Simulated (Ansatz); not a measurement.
**Preparing SiO2 (P3_221) as a host crystal**

Aim: the runs on the perfect crystal SiO2 (P3_221) that a defect calculation needs first.

Main program and level: Ansatz 0.2.0; plane-wave PAW DFT, PBEsol; relaxation of the defect-free supercell from its symmetric sites, in the first sound run; inputs show where later runs differ.

### Step 1. The structure

The cell holds 72 atoms: 24 Si and 48 O. Cell: a = 9.896 Å, b = 9.896 Å, c = 10.882 Å, α = 90.0°, β = 90.0°, γ = 120.0°.

### Step 2. Defect free supercell relaxed from its symmetric sites

This cell, the one that will hold the defects, is built from the relaxed host. Its coarser k-points can move the atoms a little, so it is relaxed from the symmetric sites, as the reference for the test of stability.

pristine.symmetric/input.yaml reads:

```yaml
crystal:
  lattice:
    - [9.895973338, 0.0, 0.0]
    - [-4.947986669, 8.5701643059, 0.0]
    - [0.0, 0.0, 10.8824784213]
  atoms:
    - { symbol: Si, position: [0.0, 0.2351871553, 0.1666666666] }
    - { symbol: Si, position: [0.2648128447, 0.2648128447, 0.0] }
    - { symbol: Si, position: [0.2351871553, 0.0, 0.3333333334] }
    - { symbol: O, position: [0.0728038984, 0.3665324828, 0.2739032436] }
    - { symbol: O, position: [0.2937285843, 0.4271961016, 0.4405699104] }
    - { symbol: O, position: [0.1334675172, 0.2062714157, 0.107236577] }
    - { symbol: O, position: [0.2062714157, 0.1334675172, 0.392763423] }
    - { symbol: O, position: [0.4271961016, 0.2937285843, 0.0594300896] }
    - { symbol: O, position: [0.3665324828, 0.0728038984, 0.2260967564] }
    - { symbol: Si, position: [0.0, 0.2351871553, 0.6666666666] }
    - { symbol: Si, position: [0.2648128447, 0.2648128447, 0.5] }
    - { symbol: Si, position: [0.2351871553, 0.0, 0.8333333333] }
    - { symbol: O, position: [0.0728038984, 0.3665324828, 0.7739032436] }
    - { symbol: O, position: [0.2937285843, 0.4271961016, 0.9405699104] }
    - { symbol: O, position: [0.1334675172, 0.2062714157, 0.607236577] }
    - { symbol: O, position: [0.2062714157, 0.1334675172, 0.892763423] }
    - { symbol: O, position: [0.4271961016, 0.2937285843, 0.5594300896] }
    - { symbol: O, position: [0.3665324828, 0.0728038984, 0.7260967564] }
    - { symbol: Si, position: [0.0, 0.7351871553, 0.1666666666] }
    - { symbol: Si, position: [0.2648128447, 0.7648128447, 0.0] }
    - { symbol: Si, position: [0.2351871553, 0.5, 0.3333333334] }
    - { symbol: O, position: [0.0728038984, 0.8665324828, 0.2739032436] }
    - { symbol: O, position: [0.2937285843, 0.9271961016, 0.4405699104] }
    - { symbol: O, position: [0.1334675172, 0.7062714157, 0.107236577] }
    - { symbol: O, position: [0.2062714157, 0.6334675172, 0.392763423] }
    - { symbol: O, position: [0.4271961016, 0.7937285843, 0.0594300896] }
    - { symbol: O, position: [0.3665324828, 0.5728038984, 0.2260967564] }
    - { symbol: Si, position: [0.0, 0.7351871553, 0.6666666666] }
    - { symbol: Si, position: [0.2648128447, 0.7648128447, 0.5] }
    - { symbol: Si, position: [0.2351871553, 0.5, 0.8333333333] }
    - { symbol: O, position: [0.0728038984, 0.8665324828, 0.7739032436] }
    - { symbol: O, position: [0.2937285843, 0.9271961016, 0.9405699104] }
    - { symbol: O, position: [0.1334675172, 0.7062714157, 0.607236577] }
    - { symbol: O, position: [0.2062714157, 0.6334675172, 0.892763423] }
    - { symbol: O, position: [0.4271961016, 0.7937285843, 0.5594300896] }
    - { symbol: O, position: [0.3665324828, 0.5728038984, 0.7260967564] }
    - { symbol: Si, position: [0.5, 0.2351871553, 0.1666666666] }
    - { symbol: Si, position: [0.7648128447, 0.2648128447, 0.0] }
    - { symbol: Si, position: [0.7351871553, 0.0, 0.3333333334] }
    - { symbol: O, position: [0.5728038984, 0.3665324828, 0.2739032436] }
    - { symbol: O, position: [0.7937285843, 0.4271961016, 0.4405699104] }
    - { symbol: O, position: [0.6334675172, 0.2062714157, 0.107236577] }
    - { symbol: O, position: [0.7062714157, 0.1334675172, 0.392763423] }
    - { symbol: O, position: [0.9271961016, 0.2937285843, 0.0594300896] }
    - { symbol: O, position: [0.8665324828, 0.0728038984, 0.2260967564] }
    - { symbol: Si, position: [0.5, 0.2351871553, 0.6666666666] }
    - { symbol: Si, position: [0.7648128447, 0.2648128447, 0.5] }
    - { symbol: Si, position: [0.7351871553, 0.0, 0.8333333333] }
    - { symbol: O, position: [0.5728038984, 0.3665324828, 0.7739032436] }
    - { symbol: O, position: [0.7937285843, 0.4271961016, 0.9405699104] }
    - { symbol: O, position: [0.6334675172, 0.2062714157, 0.607236577] }
    - { symbol: O, position: [0.7062714157, 0.1334675172, 0.892763423] }
    - { symbol: O, position: [0.9271961016, 0.2937285843, 0.5594300896] }
    - { symbol: O, position: [0.8665324828, 0.0728038984, 0.7260967564] }
    - { symbol: Si, position: [0.5, 0.7351871553, 0.1666666666] }
    - { symbol: Si, position: [0.7648128447, 0.7648128447, 0.0] }
    - { symbol: Si, position: [0.7351871553, 0.5, 0.3333333334] }
    - { symbol: O, position: [0.5728038984, 0.8665324828, 0.2739032436] }
    - { symbol: O, position: [0.7937285843, 0.9271961016, 0.4405699104] }
    - { symbol: O, position: [0.6334675172, 0.7062714157, 0.107236577] }
    - { symbol: O, position: [0.7062714157, 0.6334675172, 0.392763423] }
    - { symbol: O, position: [0.9271961016, 0.7937285843, 0.0594300896] }
    - { symbol: O, position: [0.8665324828, 0.5728038984, 0.2260967564] }
    - { symbol: Si, position: [0.5, 0.7351871553, 0.6666666666] }
    - { symbol: Si, position: [0.7648128447, 0.7648128447, 0.5] }
    - { symbol: Si, position: [0.7351871553, 0.5, 0.8333333333] }
    - { symbol: O, position: [0.5728038984, 0.8665324828, 0.7739032436] }
    - { symbol: O, position: [0.7937285843, 0.9271961016, 0.9405699104] }
    - { symbol: O, position: [0.6334675172, 0.7062714157, 0.607236577] }
    - { symbol: O, position: [0.7062714157, 0.6334675172, 0.892763423] }
    - { symbol: O, position: [0.9271961016, 0.7937285843, 0.5594300896] }
    - { symbol: O, position: [0.8665324828, 0.5728038984, 0.7260967564] }
basis:
  ecutwfc: 420
  xc_grid: 2
hamiltonian:
  xc: pbesol
kpoints:
  mp_grid: { grid: [1, 1, 1], shift: [0.25, 0.25, 0.25] }
scf:
  occupations: { method: fermi_dirac, width: 0.01 }
  max_iter: 80
output:
  forces: true
relax:
  f_tol: 0.01
  max_steps: 60
  escape_saddle: false
checkpoint:
  write: "../pristine.symmetric.run"
  compress: false
  write_wavefunctions: false
  write_every: 100000
```

Run with:

```console
$ ansatz run input.yaml --threads 8 --pin off --max-ram 22609MiB --backend cpu --events-out ev --progress --plain --runs-dir out
```

Numbers of over 12 decimals in the logs are rounded to 6 here.

Output:

```text
[... repeated set-up lines and file paths are left out, and long positions are rounded to six places ...]
Engine: ansatz 0.2.0, aarch64-unknown-linux-gnu
Pseudopotentials: kind: paw
Pseudopotential: Si, paw, valence charge 4, recommended cutoff 420 eV (normal), Si.paw.azcp
Pseudopotential: O, paw, valence charge 6, recommended cutoff 420 eV (normal), O.paw.azcp
Functional definition: PBEsol
  exchange = pbesol_x
  correlation = pbesol_c
Crystal: 72 atoms, lattice volume = 922.944 Å³
Basis set: ecut = 420 eV, 18049 PW (Γ), exchange–correlation on 144×144×150 points (8 copies of the dense FFT grid, shifted against one another)
Bands: 264, of which v1, the nominal top of the filled ones, is band 192 counted from 1 (191 counted from 0)
Symmetry: 8 space group operations
k-points: 1
Non-local potential: Si, projectors of the file, l = 0: 2, l = 1: 2, l = 2: 2
Non-local potential: O, projectors of the file, l = 0: 2, l = 1: 2, l = 2: 1
PAW form: soft (Blöchl's): semilocal exchange-correlation on the pseudo side does not see the compensation charge
PAW frozen core: Si, regenerated for the run's functional, and the local potential with it (the file was generated under x = pbe(κ = 0.804, μ = 0.219515), c = pbe(β = 0.066725))
PAW frozen core: O, regenerated for the run's functional, and the local potential with it (the file was generated under x = pbe(κ = 0.804, μ = 0.219515), c = pbe(β = 0.066725))
PAW one-centre angular grid: Si, 110 points (default); XC on 64 Gauss nodes
PAW one-centre angular grid: O, 110 points (default); XC on 64 Gauss nodes
Initial density: superposition of atomic densities (neutral atoms: chi_scale 0, normalization atom), corrected by the library's trained network
Initial wavefunctions: pseudopotential atomic-orbital guess
Functional: x = pbesol(κ = 0.804, μ = 0.123457), c = pbesol(β = 0.046)
SCF iter   1: F=—  HF=-41919.013319 eV  |F-HF|=—  |Δ(HF+E_count)|=         —  Δρ=1.18e-2  dr2=9.77e-1  ethr=1.77e-3  ⟨swp⟩=6.0  Hψ=1174  notcnv=0  defer=35
preconditioner: auto → Resta (q_TF=auto, 2.357 Å⁻¹)  ε∞=3.1  [insulator: Δε(μ)=6.481 eV  Ē_g=16.590 eV  σ=0.010 eV  W_gap=1.00  n_scr=212 (ndim 8)  ℏωp=24.0 eV  f_vac=0.117  D(μ)=0.00/eV (n_scr^D=0)  ε∞_Penn≈3.1]
SCF iter   2: F=—  HF=-41918.738786 eV  |F-HF|=—  |Δ(HF+E_count)|=   2.75e-1  Δρ=1.44e-3  dr2=8.26e-3  ethr=2.54e-4  ⟨swp⟩=2.0  Hψ=450  notcnv=0  defer=66
SCF iter   3: F=—  HF=-41918.742809 eV  |F-HF|=—  |Δ(HF+E_count)|=   4.02e-3  Δρ=7.54e-4  dr2=3.27e-3  ethr=2.15e-6  ⟨swp⟩=2.0  Hψ=348  notcnv=0  defer=66
SCF iter   4: F=—  HF=-41918.744886 eV  |F-HF|=—  |Δ(HF+E_count)|=   2.08e-3  Δρ=7.93e-5  dr2=6.65e-5  ethr=8.52e-7  ⟨swp⟩=2.0  Hψ=300  notcnv=0  defer=66
SCF iter   5: F=—  HF=-41918.743891 eV  |F-HF|=—  |Δ(HF+E_count)|=   9.95e-4  Δρ=2.70e-5  dr2=6.70e-6  ethr=1.73e-8  ⟨swp⟩=2.0  Hψ=378  notcnv=0  defer=66
SCF iter   6: F=-41918.743906 eV  HF=-41918.743906 eV  |F-HF|=6.62e-7  |Δ(HF+E_count)|=   1.57e-5  Δρ=1.57e-5  dr2=1.59e-6  ethr=6.51e-10  ⟨swp⟩=4.0  Hψ=796  notcnv=0
SCF 1 converged in 6 iterations: F = -41918.743906 eV  dr2 = 1.59e-6
  greatest PAW one-centre occupation: 0.861 electrons in one spin orbital (limit 2), on the O atom at site 66 (counted from 0), in its partial waves of l = 0
relax step   1: F+E_penalty+E_count = -41918.74390568 eV  Δ(F+E_penalty+E_count) = +0.000e0 eV  max|allowed force component| = 6.631e-3 eV/Å  Δτ_max = 0.0000 Å  (6 SCF iters, dr2 threshold 2.50e-6 eV, accepted)
Initial density: handed on by an earlier stage of this run
Initial wavefunctions: those handed on with the density
iter 1 solved again at ethr=4.13e-10 eV; its pass at ethr=3.10e-3 eV (dr2=1.58e-6 eV) is discarded
SCF iter   1: F=—  HF=-41918.743939 eV  |F-HF|=—  |Δ(HF+E_count)|=         —  Δρ=1.57e-5  dr2=1.59e-6  ethr=4.13e-10  ⟨swp⟩=1.0  Hψ=619  notcnv=0  defer=66
SCF iter   2: F=—  HF=-41918.743906 eV  |F-HF|=—  |Δ(HF+E_count)|=   3.25e-5  Δρ=4.12e-6  dr2=1.32e-7  ethr=4.13e-10  ⟨swp⟩=2.0  Hψ=376  notcnv=0  defer=66
SCF iter   3: F=-41918.743907 eV  HF=-41918.743906 eV  |F-HF|=1.54e-7  |Δ(HF+E_count)|=   1.42e-7  Δρ=2.14e-6  dr2=4.60e-8  ethr=2.60e-11  ⟨swp⟩=4.0  Hψ=721  notcnv=0
SCF 2 converged in 3 iterations: F = -41918.743907 eV  dr2 = 4.60e-8
relax step   2: F+E_penalty+E_count = -41918.74390660 eV  Δ(F+E_penalty+E_count) = -9.197e-7 eV  max|allowed force component| = 6.562e-3 eV/Å  Δτ_max = 0.0000 Å  (3 SCF iters, accepted)
SCF converged after 3 iterations
Free energy (F): -41918.743907 eV
Harris-Foulkes:  -41918.743906 eV  (|F-HF|=1.54e-7)
Internal energy: -41918.743907 eV  (E = F + TS)
E sigma→0 (E₀):  -41918.743907 eV
Fermi energy:    5.519270 eV
--- Per-component energies (eV) ---
  E_band       = -1724.349642
  E_kinetic    = 9618.365761
  E_local      = -23681.944445  (includes V_loc(G=0)·N_el)
  E_nonlocal   = 2902.819847
  E_hartree    = 8459.161884
  E_xc         = -4835.681834
  E_vxc        = -5646.141780  (∫ρ·V_xc dr)
  E_paw        = -19340.941290  (= ΣΔE_a)
  E_vpaw       = -1835.903708  (= ΣTr[D̂ρ^β])
  E_aug_tail   = 0.124686  (compensation charges beyond the density's cutoff)
  E_ewald      = -15043.099791
  E_core_change = 2.451275  (= ΣΔE_core)
  E_smearing   = -0.000000  (= −TS)
  E_closure    = 0.000000  (closes the sum)
  Σ components = -41918.743907   (vs F -41918.743907, Δ=0.00e0)
--- Forces (eV/Å), atoms counted from 1 ---
  atom   1  Si     0.00300076     0.00060050    -0.00201603
  atom   2  Si     0.00164158     0.00319160    -0.00022018
  atom   3  Si    -0.00045989     0.00275294     0.00196241
  atom   4  O      0.00286524    -0.00621148    -0.00036491
  atom   5  O      0.00037525     0.00007934    -0.00041755
  atom   6  O     -0.00341080     0.00156296     0.00362970
  atom   7  O      0.00245483    -0.00181645    -0.00352007
  atom   8  O      0.00009601     0.00089037     0.00093235
  atom   9  O     -0.00656206    -0.00105027     0.00001475
  atom  10  Si     0.00300076     0.00060050    -0.00201603
  atom  11  Si     0.00164158     0.00319160    -0.00022018
  atom  12  Si    -0.00045989     0.00275294     0.00196241
  atom  13  O      0.00286524    -0.00621148    -0.00036491
  atom  14  O      0.00037525     0.00007934    -0.00041755
  atom  15  O     -0.00341080     0.00156296     0.00362970
  atom  16  O      0.00245483    -0.00181645    -0.00352007
  atom  17  O      0.00009601     0.00089037     0.00093235
  atom  18  O     -0.00656206    -0.00105027     0.00001475
  atom  19  Si     0.00300076     0.00060050    -0.00201603
  atom  20  Si     0.00164158     0.00319160    -0.00022018
  atom  21  Si    -0.00045989     0.00275294     0.00196241
  atom  22  O      0.00286524    -0.00621148    -0.00036491
  atom  23  O      0.00037525     0.00007934    -0.00041755
  atom  24  O     -0.00341080     0.00156296     0.00362970
  atom  25  O      0.00245483    -0.00181645    -0.00352007
  atom  26  O      0.00009601     0.00089037     0.00093235
  atom  27  O     -0.00656206    -0.00105027     0.00001475
  atom  28  Si     0.00300076     0.00060050    -0.00201603
  atom  29  Si     0.00164158     0.00319160    -0.00022018
  atom  30  Si    -0.00045989     0.00275294     0.00196241
  atom  31  O      0.00286524    -0.00621148    -0.00036491
  atom  32  O      0.00037525     0.00007934    -0.00041755
  atom  33  O     -0.00341080     0.00156296     0.00362970
  atom  34  O      0.00245483    -0.00181645    -0.00352007
  atom  35  O      0.00009601     0.00089037     0.00093235
  atom  36  O     -0.00656206    -0.00105027     0.00001475
  atom  37  Si     0.00300076     0.00060050    -0.00201603
  atom  38  Si     0.00164158     0.00319160    -0.00022018
  atom  39  Si    -0.00045989     0.00275294     0.00196241
  atom  40  O      0.00286524    -0.00621148    -0.00036491
  atom  41  O      0.00037525     0.00007934    -0.00041755
  atom  42  O     -0.00341080     0.00156296     0.00362970
  atom  43  O      0.00245483    -0.00181645    -0.00352007
  atom  44  O      0.00009601     0.00089037     0.00093235
  atom  45  O     -0.00656206    -0.00105027     0.00001475
  atom  46  Si     0.00300076     0.00060050    -0.00201603
  atom  47  Si     0.00164158     0.00319160    -0.00022018
  atom  48  Si    -0.00045989     0.00275294     0.00196241
  atom  49  O      0.00286524    -0.00621148    -0.00036491
  atom  50  O      0.00037525     0.00007934    -0.00041755
  atom  51  O     -0.00341080     0.00156296     0.00362970
  atom  52  O      0.00245483    -0.00181645    -0.00352007
  atom  53  O      0.00009601     0.00089037     0.00093235
  atom  54  O     -0.00656206    -0.00105027     0.00001475
  atom  55  Si     0.00300076     0.00060050    -0.00201603
  atom  56  Si     0.00164158     0.00319160    -0.00022018
  atom  57  Si    -0.00045989     0.00275294     0.00196241
  atom  58  O      0.00286524    -0.00621148    -0.00036491
  atom  59  O      0.00037525     0.00007934    -0.00041755
  atom  60  O     -0.00341080     0.00156296     0.00362970
  atom  61  O      0.00245483    -0.00181645    -0.00352007
  atom  62  O      0.00009601     0.00089037     0.00093235
  atom  63  O     -0.00656206    -0.00105027     0.00001475
  atom  64  Si     0.00300076     0.00060050    -0.00201603
  atom  65  Si     0.00164158     0.00319160    -0.00022018
  atom  66  Si    -0.00045989     0.00275294     0.00196241
  atom  67  O      0.00286524    -0.00621148    -0.00036491
  atom  68  O      0.00037525     0.00007934    -0.00041755
  atom  69  O     -0.00341080     0.00156296     0.00362970
  atom  70  O      0.00245483    -0.00181645    -0.00352007
  atom  71  O      0.00009601     0.00089037     0.00093235
  atom  72  O     -0.00656206    -0.00105027     0.00001475
  max |Σ_I F_I| component: 7.35e-6 eV/Å
--- Relaxed structure (2 steps of the walk, 2 accepted, 0 SCFs on fresh bases) ---
  F+E_penalty+E_count = -41918.74390660 eV   max|allowed force component| = 6.562e-3 eV/Å
  atoms:
    - { symbol: Si, position: [-1.3877787807814457e-17, 0.235187, 0.166667] }
    - { symbol: Si, position: [0.2648128447, 0.2648128447, 5.011423375223618e-18] }
    - { symbol: Si, position: [0.2351871553, 0.0, 0.333333] }
    - { symbol: O, position: [0.072804, 0.366532, 0.273903] }
    - { symbol: O, position: [0.293729, 0.427196, 0.440570] }
    - { symbol: O, position: [0.133468, 0.206271, 0.107236577] }
    - { symbol: O, position: [0.206271, 0.133468, 0.392763] }
    - { symbol: O, position: [0.427196, 0.293729, 0.059430] }
    - { symbol: O, position: [0.366532, 0.072804, 0.226097] }
    - { symbol: Si, position: [-1.3877787807814457e-17, 0.235187, 0.666667] }
    - { symbol: Si, position: [0.2648128447, 0.2648128447, 0.500000] }
    - { symbol: Si, position: [0.2351871553, 0.0, 0.833333] }
    - { symbol: O, position: [0.072804, 0.366532, 0.773903] }
    - { symbol: O, position: [0.293729, 0.427196, 0.940570] }
    - { symbol: O, position: [0.133468, 0.206271, 0.607236577] }
    - { symbol: O, position: [0.206271, 0.133468, 0.892763] }
    - { symbol: O, position: [0.427196, 0.293729, 0.559430] }
    - { symbol: O, position: [0.366532, 0.072804, 0.726097] }
    - { symbol: Si, position: [0.0, 0.7351871553, 0.166667] }
    - { symbol: Si, position: [0.2648128447, 0.7648128447, 5.011423375223618e-18] }
    - { symbol: Si, position: [0.235187, 0.5, 0.333333] }
    - { symbol: O, position: [0.072804, 0.866532, 0.273903] }
    - { symbol: O, position: [0.293729, 0.927196, 0.440570] }
    - { symbol: O, position: [0.133468, 0.706271, 0.107236577] }
    - { symbol: O, position: [0.206271, 0.633468, 0.392763] }
    - { symbol: O, position: [0.427196, 0.793729, 0.059430] }
    - { symbol: O, position: [0.366532, 0.572804, 0.226097] }
    - { symbol: Si, position: [0.0, 0.7351871553, 0.666667] }
    - { symbol: Si, position: [0.2648128447, 0.7648128447, 0.500000] }
    - { symbol: Si, position: [0.235187, 0.5, 0.833333] }
    - { symbol: O, position: [0.072804, 0.866532, 0.773903] }
    - { symbol: O, position: [0.293729, 0.927196, 0.940570] }
    - { symbol: O, position: [0.133468, 0.706271, 0.607236577] }
    - { symbol: O, position: [0.206271, 0.633468, 0.892763] }
    - { symbol: O, position: [0.427196, 0.793729, 0.559430] }
    - { symbol: O, position: [0.366532, 0.572804, 0.726097] }
    - { symbol: Si, position: [0.5, 0.235187, 0.166667] }
    - { symbol: Si, position: [0.7648128447, 0.2648128447, 5.011423375223618e-18] }
    - { symbol: Si, position: [0.7351871553, 0.0, 0.333333] }
    - { symbol: O, position: [0.572804, 0.366532, 0.273903] }
    - { symbol: O, position: [0.793729, 0.427196, 0.440570] }
    - { symbol: O, position: [0.633468, 0.206271, 0.107236577] }
    - { symbol: O, position: [0.706271, 0.133468, 0.392763] }
    - { symbol: O, position: [0.927196, 0.293729, 0.059430] }
    - { symbol: O, position: [0.866532, 0.072804, 0.226097] }
    - { symbol: Si, position: [0.5, 0.235187, 0.666667] }
    - { symbol: Si, position: [0.7648128447, 0.2648128447, 0.500000] }
    - { symbol: Si, position: [0.7351871553, 0.0, 0.833333] }
    - { symbol: O, position: [0.572804, 0.366532, 0.773903] }
    - { symbol: O, position: [0.793729, 0.427196, 0.940570] }
    - { symbol: O, position: [0.633468, 0.206271, 0.607236577] }
    - { symbol: O, position: [0.706271, 0.133468, 0.892763] }
    - { symbol: O, position: [0.927196, 0.293729, 0.559430] }
    - { symbol: O, position: [0.866532, 0.072804, 0.726097] }
    - { symbol: Si, position: [0.5, 0.7351871553, 0.166667] }
    - { symbol: Si, position: [0.7648128447, 0.7648128447, 5.011423375223618e-18] }
    - { symbol: Si, position: [0.7351871553, 0.5, 0.333333] }
    - { symbol: O, position: [0.572804, 0.866532, 0.273903] }
    - { symbol: O, position: [0.793729, 0.927196, 0.440570] }
    - { symbol: O, position: [0.633468, 0.706271, 0.107236577] }
    - { symbol: O, position: [0.706271, 0.633468, 0.392763] }
    - { symbol: O, position: [0.927196, 0.793729, 0.059430] }
    - { symbol: O, position: [0.866532, 0.572804, 0.226097] }
    - { symbol: Si, position: [0.5, 0.7351871553, 0.666667] }
    - { symbol: Si, position: [0.7648128447, 0.7648128447, 0.500000] }
    - { symbol: Si, position: [0.7351871553, 0.5, 0.833333] }
    - { symbol: O, position: [0.572804, 0.866532, 0.773903] }
    - { symbol: O, position: [0.793729, 0.927196, 0.940570] }
    - { symbol: O, position: [0.633468, 0.706271, 0.607236577] }
    - { symbol: O, position: [0.706271, 0.633468, 0.892763] }
    - { symbol: O, position: [0.927196, 0.793729, 0.559430] }
    - { symbol: O, position: [0.866532, 0.572804, 0.726097] }
```

Elapsed: 7.8 s, on 8 threads of Arm Neoverse V2, shared host; peak memory 1.5 GiB.

Hardly anything moved in the relaxation; the energy changed by under 0.2 meV an atom.

(Continued in part 2 of 2.)

[Logs are printed without paths, hosts, clocks, repeated set-up lines and the standing remarks that a program may print on its own settings, such as how far it seeks lower states.]

[Hosts, paths, dates, database ids (printed as entryN), source tags and the programs' standing remarks are cut or masked in the printed files.]

[Runs of the host that timed out are not shown.]

[For some hosts the program warned that the k-mesh of the response run may be too coarse for force constants and the static dielectric constant; such warnings are not always shown.]
